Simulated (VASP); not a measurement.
# RuS₂, band structure: which settings are enough?

RuS₂, Pa-3 (no. 205), 12 atoms in the cell. TB-mBJ; PAW potentials Ru_pv, S (PBE set). VASP 6.6.1.

Wanted: band energies at the path's corners within 0.02 eV; smallest gap over path and mesh within 0.01 eV.

What the run is for: bands; Accuracy asked: standard; Route: KPOINTS_OPT.

Band energies at the path's corners: counted from the valence top.

POSCAR:
```
RuS2
1.0
    5.6106000000      0.0000000000      0.0000000000
    0.0000000000      5.6106000000      0.0000000000
    0.0000000000      0.0000000000      5.6106000000
Ru S
4 8
Direct
    0.0000000000      0.5000000000      0.5000000000
    0.5000000000      0.5000000000      0.0000000000
    0.5000000000      0.0000000000      0.5000000000
    0.0000000000      0.0000000000      0.0000000000
    0.3883100000      0.1116900000      0.8883100000
    0.1116900000      0.8883100000      0.3883100000
    0.8883100000      0.3883100000      0.1116900000
    0.6116900000      0.6116900000      0.6116900000
    0.6116900000      0.8883100000      0.1116900000
    0.8883100000      0.1116900000      0.6116900000
    0.1116900000      0.6116900000      0.8883100000
    0.3883100000      0.3883100000      0.3883100000
```

The series start from Plane-wave cutoff (eV): 300; k-point mesh: 3 × 3 × 3; k points a path segment: 12; Electronic threshold (eV): 1e-6; Precision mode (PREC): Accurate; Bands in all (NBANDS): 74; Aspherical gradient terms in the spheres (LASPH): yes; Highest l that the mixer handles (LMAXMIX): 4. Each series keeps the choices made before it, and each single choice may use up half of a tolerance. Times cover all steps of a run.

## Plane-wave cutoff (eV)

| Plane-wave cutoff (eV) | Band energies at the path's corners, largest deviation (eV) | Smallest gap over path and mesh (eV) | Time (s) |
|---|---|---|---|
| 210 | 0.046 | 1.339 | 134 |
| 260 | 0.012 | 1.291 | 206 |
| 300 | 0.008 | 1.291 | 155 |
| 340 | 0.006 | 1.293 | 208 |
| 420 | 0.001 | 1.293 | 328 |
| 520 (reference) | 0.000 | 1.293 | 472 |

Chosen: 300, the loosest value from which every tighter one stays within half of the tolerance.

## k-point mesh

| k-point mesh | Band energies at the path's corners, largest deviation (eV) | Smallest gap over path and mesh (eV) | Time (s) |
|---|---|---|---|
| 2 × 2 × 2 | 0.010 | 1.298 | 176 |
| 3 × 3 × 3 | 0.001 | 1.291 | 155 |
| 4 × 4 × 4 | 0.000 | 1.290 | 212 |
| 5 × 5 × 5 (reference) | 0.000 | 1.290 | 218 |

Chosen: 3 × 3 × 3.

## Electronic threshold (eV)

| Electronic threshold (eV) | Band energies at the path's corners, largest deviation (eV) | Smallest gap over path and mesh (eV) | Time (s) |
|---|---|---|---|
| 0.001 | 0.000 | 1.293 | 95 |
| 0.0001 | 0.000 | 1.294 | 99 |
| 1e-5 | 0.000 | 1.294 | 106 |
| 1e-6 | 0.000 | 1.294 | 134 |
| 1e-7 (reference) | 0.000 | 1.294 | 130 |

Chosen: 0.001.

## Precision mode (PREC)

| Precision mode (PREC) | Band energies at the path's corners, largest deviation (eV) | Smallest gap over path and mesh (eV) | Time (s) |
|---|---|---|---|
| SingleN | 0.013 | 1.306 | 73 |
| Normal | 0.001 | 1.294 | 88 |
| Accurate (reference) | 0.000 | 1.293 | 95 |

Chosen: Normal.

## Bands in all (NBANDS)

| Bands in all (NBANDS) | Band energies at the path's corners, largest deviation (eV) | Smallest gap over path and mesh (eV) | Time (s) |
|---|---|---|---|
| 54 | 0.081 | 1.294 | 74 |
| 55 | 0.016 | 1.294 | 73 |
| 56 | 0.004 | 1.294 | 70 |
| 58 | 0.002 | 1.294 | 67 |
| 74 | 0.001 | 1.294 | 88 |
| 84 (reference) | 0.000 | 1.293 | 78 |

Chosen: 56.

## Aspherical gradient terms in the spheres (LASPH)

| Aspherical gradient terms in the spheres (LASPH) | Band energies at the path's corners, largest deviation (eV) | Smallest gap over path and mesh (eV) | Time (s) |
|---|---|---|---|
| yes | 0.000 | 1.294 | 70 |
| no | 0.323 | 1.244 | 39 |

Chosen: yes; no other choice that stays within half of the tolerance saves 30 % of the time.

## Highest l that the mixer handles (LMAXMIX)

| Highest l that the mixer handles (LMAXMIX) | Band energies at the path's corners, largest deviation (eV) | Smallest gap over path and mesh (eV) | Time (s) |
|---|---|---|---|
| 4 | 0.000 | 1.294 | 70 |
| 2 | 0.001 | 1.294 | 65 |
| 6 | 0.000 | 1.294 | 66 |

Chosen: 4.

Also changed on the way, by series that aren't shown: k points a path segment: 8.

## All choices together

| Input | Band energies at the path's corners, largest deviation (eV) | Smallest gap over path and mesh (eV) | Time (s) |
|---|---|---|---|
| the program's defaults (naive) | 0.313 | 1.239 | 70 |
| chosen settings | 0.010 | 1.294 | 70 |
| reference settings throughout | 0.000 | 1.293 | 1138 |

The tolerance is met.

## The input

INCAR.step1:
```
SYSTEM = RuS2
ALGO = Normal ; EDIFF = 0.001
EFERMI = MIDGAP ; ENCUT = 300
GGA = PE ; GGA_COMPAT = .FALSE.
ISMEAR = 0 ; KPAR = 2
LASPH = .TRUE. ; LCHARG = .FALSE.
LMAXMIX = 4 ; LREAL = .FALSE.
LWAVE = .TRUE. ; NBANDS = 56
NELM = 120 ; PREC = Normal
SIGMA = 0.03
```

INCAR.step2, as INCAR.step1 but for:
```
- GGA = PE
- LWAVE = .TRUE.
+ ISTART = 1
+ LMIXTAU = .TRUE.
+ LWAVE = .FALSE.
+ METAGGA = MBJ
```

KPOINTS:
```
Automatic mesh
0
Gamma
  3 3 3
  0 0 0
```

KPOINTS_OPT:
```
path GXMGRX,MR
8
line-mode
reciprocal
 0.0000000000  0.0000000000  0.0000000000  G
 0.0000000000  0.5000000000  0.0000000000  X

 0.0000000000  0.5000000000  0.0000000000  X
 0.5000000000  0.5000000000  0.0000000000  M

 0.5000000000  0.5000000000  0.0000000000  M
 0.0000000000  0.0000000000  0.0000000000  G

 0.0000000000  0.0000000000  0.0000000000  G
 0.5000000000  0.5000000000  0.5000000000  R

 0.5000000000  0.5000000000  0.5000000000  R
 0.0000000000  0.5000000000  0.0000000000  X

 0.5000000000  0.5000000000  0.0000000000  M
 0.5000000000  0.5000000000  0.5000000000  R
```

Commands (each step's output is kept before the next begins):
```
cat potpaw_PBE.64/Ru_pv/POTCAR potpaw_PBE.64/S/POTCAR > POTCAR
cp INCAR.step1 INCAR
mpirun -np 2 vasp_std > vasp.out
cp INCAR.step2 INCAR
mpirun -np 2 vasp_std > vasp.out
```

The chosen input took VASP 6.6.1 70 s on 2 cores (Intel Xeon Platinum 8259CL @ 2.50GHz (Skylake/Cascade Lake)), a shared host.

## An input that fails: one k point for a small cell

It runs to its end, but against the unchanged starting input it is off by 0.675 eV in the band energies at the path's corners, 0.675 eV in the smallest gap over path and mesh.

k mesh: 3 × 3 × 3 becomes 1 × 1 × 1.

Changes against the starting input:
```
(all steps)
- NELM = 120
- KPAR = 2
+ NELM = 89
```
